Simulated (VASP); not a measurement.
# ZnS (Wurtzite-2H) (P6_3mc) in VASP: settings compared

Aim: see how the results for ZnS (Wurtzite-2H) move with the level of theory and the settings. Levels: LDA, PBE. Tasks: elastic constants, Born charges and dielectric tensor, phonons.

Everything below comes from runs of VASP 6.6.1. Logs are shortened: lines on timing, memory, paths and dates and some standing lists are left out, and cuts for length are marked.

**Experimental background.**

A printed reference work, monograph reports, for a bulk crystal of ZnS at 4 K: band gap 3.911 eV (direct).

The runs below are set against these values where they give the same quantity.

### 1 The crystal as given

The structure is hexagonal, space group P6_3mc (No. 186). The conventional cell has a = 3.811 Å, b = 3.811 Å, c = 6.234 Å, α = 90.00°, β = 90.00°, γ = 120.00°. Zn (site symmetry 3m) is surrounded by 4 S at 2.31 to 2.40 Å. Around S (site symmetry 3m) lie 4 Zn at 2.31 to 2.40 Å.

### 2 Elastic constants, LDA

POSCAR

```
ZnS
1.0
    3.8110000000      0.0000000000      0.0000000000
   -1.9055000000      3.3004228138      0.0000000000
    0.0000000000      0.0000000000      6.2340000000
Zn S
2 2
Direct
    0.6666666667      0.3333333333      0.5000000000
    0.3333333333      0.6666666667      0.0000000000
    0.6666666667      0.3333333333      0.8850000000
    0.3333333333      0.6666666667      0.3850000000
```

INCAR.step1

```
PREC     = Accurate       # precision mode
ENCUT    = 600            # plane-wave cutoff, eV
EDIFF    = 1E-8           # SCF threshold, eV
ISMEAR   = -1             # smearing method
SIGMA    = 0.05           # smearing width, eV
LREAL    = False          # projectors in reciprocal space
LASPH    = True           # aspherical terms in the spheres
NELM     = 80             # most SCF steps
ALGO     = Fast           # electronic algorithm
ISIF     = 3              # what is computed and relaxed
LWAVE    = False          # write WAVECAR
LCHARG   = False          # write CHGCAR
IBRION   = 2              # ionic algorithm
NSW      = 40             # ionic steps
EDIFFG   = -0.002         # ionic threshold
```

INCAR.step2

```
PREC     = Accurate       # precision mode
ENCUT    = 600            # plane-wave cutoff, eV
EDIFF    = 1E-8           # SCF threshold, eV
ISMEAR   = -1             # smearing method
SIGMA    = 0.05           # smearing width, eV
LREAL    = False          # projectors in reciprocal space
LASPH    = True           # aspherical terms in the spheres
NELM     = 80             # most SCF steps
ALGO     = Fast           # electronic algorithm
ISIF     = 3              # what is computed and relaxed
LWAVE    = False          # write WAVECAR
LCHARG   = False          # write CHGCAR
IBRION   = 6              # ionic algorithm
NFREE    = 2            
POTIM    = 0.015          # step
NSW      = 1              # ionic steps
```

KPOINTS

```
regular mesh
0
Gamma
  6 6 4
```

Potentials or basis: VASP PAW LDA potentials, release 64 (Zn, S).

On the command line:

```sh
cat potpaw_LDA.64/Zn/POTCAR potpaw_LDA.64/S/POTCAR > POTCAR
cp INCAR.step1 INCAR
mpirun -np 1 vasp_std > vasp.out
cp CONTCAR POSCAR
cp INCAR.step2 INCAR
mpirun -np 1 vasp_std > vasp.out
```

OUTCAR:

```text
PREC = Accurate
   ENCUT = 600
   EDIFF = 1E-8
   ISMEAR = -1
   LREAL = False
   LASPH = True
   NELM = 80
   ISIF = 3
   IBRION = 6
   NFREE = 2
   POTIM = 0.015
   NSW = 1

 ion  position               nearest neighbor table
   1  0.667  0.333  0.506-   4 2.30   4 2.30   4 2.30   3 2.30
   2  0.333  0.667  0.006-   3 2.30   3 2.30   3 2.30   4 2.30
   3  0.667  0.333  0.879-   2 2.30   2 2.30   2 2.30   1 2.30
   4  0.333  0.667  0.379-   1 2.30   1 2.30   1 2.30   2 2.30

  LATTYP: Found a hexagonal cell.
 ALAT       =     3.7427350999
 C/A-ratio  =     1.6424947256

  Lattice vectors:

 A1 = (   3.7427350999,   0.0000000000,   0.0000000000)
 A2 = (  -1.8713675500,   3.2413036762,   0.0000000000)
 A3 = (   0.0000000000,   0.0000000000,   6.1474226610)

Analysis of symmetry for initial positions (statically):
=====================================================================
 Subroutine PRICEL returns:
 Original cell was already a primitive cell.

 Routine SETGRP: Setting up the symmetry group for a
 hexagonal supercell.

 Subroutine GETGRP returns: Found 12 space group operations
 (whereof  6 operations were pure point group operations)
 out of a pool of 24 trial point group operations.

The static configuration has the point symmetry C_3v.
 The point group associated with its full space group is C_6v.

Analysis of symmetry for dynamics (positions and initial velocities):
=====================================================================
 Subroutine PRICEL returns:
 Original cell was already a primitive cell.

 Routine SETGRP: Setting up the symmetry group for a
 hexagonal supercell.

 Subroutine GETGRP returns: Found 12 space group operations
 (whereof  6 operations were pure point group operations)
 out of a pool of 24 trial point group operations.

The dynamic configuration has the point symmetry C_3v.
 The point group associated with its full space group is C_6v.

 Subroutine INISYM returns: Found 12 space group operations
 (whereof  6 operations are pure point group operations),
 and found     1 'primitive' translations

----------------------------------------------------------------------------------------

                                     Primitive cell

  volume of cell :      74.5765

  direct lattice vectors                    reciprocal lattice vectors
     3.742735100  0.000000000  0.000000000     0.267184285  0.154258919  0.000000000
    -1.871367550  3.241303676  0.000000000     0.000000000  0.308517837  0.000000000
     0.000000000  0.000000000  6.147422661     0.000000000  0.000000000  0.162669798

  length of vectors
     3.742735100  3.742735100  6.147422661     0.308517837  0.308517837  0.162669798

  position of ions in fractional coordinates (direct lattice)
     0.666666667  0.333333333  0.505563177
     0.333333333  0.666666667  0.005563177
     0.666666667  0.333333333  0.879436823
     0.333333333  0.666666667  0.379436823

  ion indices of the primitive-cell ions
   primitive index   ion index
                 1           1
                 2           2
                 3           3
                 4           4

----------------------------------------------------------------------------------------

 KPOINTS: regular mesh

Automatic generation of k-mesh.
 Grid dimensions read from file:
 generate k-points for:    6    6    4

[... 89 lines left out ...]
   LRPA    =     F    only Hartree local field effects (RPA)
 finite differences with symmetry
 non-spin polarized calculation
 RMM-DIIS sequential band-by-band and
  energy-cutoff  :      600.00
  volume of cell :       74.58
 maximum number of plane-waves:      2539
 NGX is ok and might be reduce to    30
   NGX = 15   NGY = 15   NGZ = 25

--------------------------------------- Ionic step        1  -------------------------------------------

 number of electron      35.9999981 magnetization

 Free energy of the ion-electron system (eV)
  ---------------------------------------------------
  ext. energy  EPLUGINS =         0.00000000
  ---------------------------------------------------
  free energy    TOTEN  =       -16.39937925 eV

  energy without entropy =      -16.39937925  energy(sigma->0) =      -16.39937925

------------------------ aborting loop because EDIFF is reached ----------------------------------------

  FORCE on cell =-STRESS in cart. coord.  units (eV):
  Direction    XX          YY          ZZ          XY          YZ          ZX
  --------------------------------------------------------------------------------------
  -------------------------------------------------------------------------------------
  Total       -0.0045238     -0.0045238     -0.0039617      0.0000000      0.0000000      0.0000000
  in kB       -0.0971873     -0.0971873     -0.0851110      0.0000000      0.0000000      0.0000000
  external PRESSURE =      -0.0931618 kB  Pullay stress =       0.0000000 kB
[... 95 lines left out ...]
  FREE ENERGIE OF THE ION-ELECTRON SYSTEM (eV)
  ---------------------------------------------------
  free  energy   TOTEN  =       -16.3899648601 eV

  energy  without entropy=      -16.3899648601  energy(sigma->0) =      -16.38996486

[... ionic steps 4 to 18 ...]

--------------------------------------- Ionic step       19  -------------------------------------------

 number of electron      35.9999981 magnetization

------------------------ aborting loop because EDIFF is reached ----------------------------------------
[... 71 lines left out ...]
--------------------------------------- Ionic step       21  -------------------------------------------

 number of electron      35.9999980 magnetization

 Free energy of the ion-electron system (eV)
  ---------------------------------------------------
  ext. energy  EPLUGINS =         0.00000000
  ---------------------------------------------------
  free energy    TOTEN  =       -16.39819654 eV

  energy without entropy =      -16.39819654  energy(sigma->0) =      -16.39819654

 E-fermi :   3.4857     XC(G=0): -10.2938

 val. band max:        2.5041427375   @ k =   0.0000   0.0000   0.0000
 cond. band min:       4.7110560355   @ k =   0.0000   0.0000   0.0000
 fundamental gap:      2.2069132980
 Fermi energy:         3.4856543198

 k-point     1 :       0.0000    0.0000    0.0000
  band No.  band energies     occupation
      1     -11.0498      2.00000
      2      -9.9839      2.00000
      3      -4.2623      2.00000
      4      -4.2319      2.00000
      5      -4.2319      2.00000
      6      -4.1382      2.00000
[... 620 lines left out ...]
  FREE ENERGIE OF THE ION-ELECTRON SYSTEM (eV)
  ---------------------------------------------------
  free  energy   TOTEN  =       -16.3981965396 eV

  energy  without entropy=      -16.3981965395  energy(sigma->0) =      -16.39819654

 INTERNAL STRAIN TENSORS FROM STRAINED CELLS
 ============================================

 INTERNAL STRAIN TENSOR FOR ION    1 for displacements in x,y,z  (eV/Angst):
          X           Y           Z          XY          YZ          ZX
  --------------------------------------------------------------------------------
  x     0.00000     0.00000    -0.00000     5.49926    -0.00000    -4.18640
  y     5.51889    -5.53074    -0.00000     0.00001    -4.18249     0.00000
  z    -4.12171    -4.12362     7.54524    -0.00126     0.00258     0.00001

 INTERNAL STRAIN TENSORS FROM DISPLACED ATOMS
 ============================================

 INTERNAL STRAIN TENSOR FOR ION    1 for displacements in x,y,z  (eV/Angst):
          X           Y           Z          XY          YZ          ZX
  --------------------------------------------------------------------------------
  x    -0.00000     0.00000     0.00000     5.50205     0.00000    -4.19691
  y     5.50205    -5.50205     0.00000     0.00000    -4.19691     0.00000
  z    -4.05271    -4.05271     7.56424     0.00000     0.00000     0.00000

 INTERNAL STRAIN TENSOR FOR ION    4 for displacements in x,y,z  (eV/Angst):
          X           Y           Z          XY          YZ          ZX
  --------------------------------------------------------------------------------
  x     0.00000     0.00000     0.00000    -7.05202    -0.00000     4.19881
  y    -7.05202     7.05202     0.00000    -0.00000     4.19881     0.00000
  z     4.15468     4.15468    -7.42721    -0.00000     0.00000     0.00000

 Eigenvectors and eigenvalues of the dynamical matrix
 ----------------------------------------------------

   1 f  =   10.457205 THz    65.704555 2PiTHz  348.814801 cm-1    43.247504 meV
             X         Y         Z           dx          dy          dz
      1.871368  1.080435  3.107911    -0.000000    0.000000    0.135793
     -0.000000  2.160869  0.034199     0.000000   -0.000000   -0.135793
      1.871368  1.080435  5.406270    -0.000000    0.000000   -0.693946
     -0.000000  2.160869  2.332559     0.000000   -0.000000    0.693946
[... 71 lines left out ...]
  12 f/i=    0.010559 THz     0.066343 2PiTHz    0.352205 cm-1     0.043668 meV
             X         Y         Z           dx          dy          dz
      1.871368  1.080435  3.107911     0.165815   -0.555477    0.000000
     -0.000000  2.160869  0.034199     0.165815   -0.555477    0.000000
      1.871368  1.080435  5.406270     0.115819   -0.387991    0.000000
     -0.000000  2.160869  2.332559     0.115819   -0.387991    0.000000

--------------------------------------------------------------------------------------------------------

 ELASTIC MODULI CONTR FROM IONIC RELAXATION (kBar)
 Direction    XX          YY          ZZ          XY          YZ          ZX
 --------------------------------------------------------------------------------
 XX        -377.6806    159.3995    199.3506      0.0000      0.0000     -0.0000
 YY         159.3995   -377.6806    199.3506     -0.0000      0.0000      0.0000
 ZZ         199.3506    199.3506   -364.1238      0.0000      0.0000     -0.0000
 XY           0.0000     -0.0000      0.0000   -268.5401     -0.0000      0.0000
 YZ          -0.0000      0.0000      0.0000     -0.0000   -111.3787     -0.0000
 ZX          -0.0000      0.0000     -0.0000      0.0000     -0.0000   -111.3787
 --------------------------------------------------------------------------------

 TOTAL ELASTIC MODULI (kBar)
 Direction    XX          YY          ZZ          XY          YZ          ZX
 --------------------------------------------------------------------------------
 XX        1369.8533    654.7190    513.3304      0.0000      0.0000     -0.0000
 YY         654.7190   1369.8533    513.3304     -0.0000      0.0000      0.0000
 ZZ         513.3304    513.3304   1649.8953      0.0000      0.0000     -0.0000
 XY           0.0000     -0.0000      0.0000    357.5671     -0.0000      0.0000
 YZ          -0.0000      0.0000      0.0000     -0.0000    303.2207     -0.0000
 ZX          -0.0000      0.0000     -0.0000      0.0000     -0.0000    303.2207
 --------------------------------------------------------------------------------
```

Run time: 18 min. Hardware: 1 thread of Intel Xeon 6975P-C (Granite Rapids), shared host; peak memory 0.35 GiB.

What came out:

* Relaxed volume: 18.64 Å³/atom
* Relaxed cell: a = 3.743 Å, b = 3.743 Å, c = 6.147 Å, α = 90.00°, β = 90.00°, γ = 120.00°
* Space group after relaxing (to 0.05 Å): P6_3mc (No. 186)
* Voigt bulk modulus: 86 GPa
* Highest phonon frequency at Γ, LO-TO splitting left out: 349 cm⁻¹

The path:
| step | energy change (eV) | largest force (eV/Å) | pressure (GPa) | volume (Å³) |
| --- | --- | --- | --- | --- |
| 1 | 0.0000 | 0.2994 | -3.70 | 78.41 |
| 2 | -0.0559 | 0.1558 | 1.48 | 73.39 |
| 3 | -0.0593 | 0.1948 | 0.37 | 74.30 |
| 4 | -0.0645 | 0.0609 | 0.15 | 74.49 |
| 5 | -0.0648 | 0.0164 | 0.07 | 74.55 |
| 6 | -0.0673 | 0.0104 | -0.13 | 74.71 |
| 7 | -0.0679 | 0.0047 | -0.30 | 74.85 |
| 8 | -0.0681 | 0.0043 | 0.13 | 74.44 |
| 9 | -0.0682 | 0.0045 | 0.00 | 74.58 |
| 10 | -0.0682 | 0.0046 | -0.01 | 74.58 |
| 11 | -0.0682 | 0.0020 | 0.00 | 74.57 |
| 12 | -0.0682 | 0.0000 | -0.01 | 74.58 |

Final structure:
```cif
data_structure
_symmetry_space_group_name_H-M 'P 1'
_symmetry_Int_Tables_number 1
_cell_length_a 3.7427
_cell_length_b 3.7427
_cell_length_c 6.1474
_cell_angle_alpha 90.000
_cell_angle_beta 90.000
_cell_angle_gamma 120.000
_cell_volume 74.58
loop_
_atom_site_label
_atom_site_type_symbol
_atom_site_fract_x
_atom_site_fract_y
_atom_site_fract_z
_atom_site_occupancy
Zn1 Zn 0.66667 0.33333 0.50556 1
Zn2 Zn 0.33333 0.66667 0.00556 1
S1 S 0.66667 0.33333 0.87944 1
S2 S 0.33333 0.66667 0.37944 1
```

Phonon frequencies in cm⁻¹ (negative: imaginary):
| q point | frequencies |
| --- | --- |
| (0.000, 0.000, 0.000) | 0 0 0 69 69 200 290 293 293 299 299 349 |

Elastic tensor in Voigt notation (GPa, in the Cartesian axes of the cell as first typed):
```
137  65  51   0   0   0
 65 137  51   0   0   0
 51  51 165   0   0   0
  0   0   0  30   0   0
  0   0   0   0  30   0
  0   0   0   0   0  36
```

Clamped-ion elastic tensor (GPa):
```
175  50  31   0   0   0
 50 175  31   0   0   0
 31  31 201   0   0   0
  0   0   0  41   0   0
  0   0   0   0  41   0
  0   0   0   0   0  63
```

(Part 1 of 3 ends here.)
